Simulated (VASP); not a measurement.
Here is a VASP 6.6.1 calculation.

Contents of INCAR:

```
  PREC = Accurate
  ENCUT = 520
  EDIFF = 1E-6
  ISMEAR = 0
  SIGMA = 0.01
  LREAL = F
  LASPH = T
  NELM = 100
  ALGO = Fast
  ISIF = 2
  LWAVE = F
  LCHARG = T
  GGA = PE
  LELF = T
  LVHAR = T
  NBANDS = 9
```

The input KPOINTS:

```
regular mesh
0
Gamma
  10 10 10
```

The input POSCAR:

```
LiH
1.0
    0.0000000000      2.1451220117      2.1451220117
    2.1451220117      0.0000000000      2.1451220117
    2.1451220117      2.1451220117      0.0000000000
Li H
1 1
Direct
    0.0000000000      0.0000000000      0.0000000000
    0.2500000000      0.2500000000      0.2500000000
```

Potentials or basis: VASP PAW PBE potentials, release 64 (Li_sv, H).

Command:

```sh
$ cat potpaw_PBE.64/Li_sv/POTCAR potpaw_PBE.64/H/POTCAR > POTCAR
$ mpirun -np 1 vasp_std > vasp.out
```

What does it give for the band gap on the k mesh?

4.23 eV, indirect (least direct gap 5.27 eV).

 A k mesh can miss the band edges.
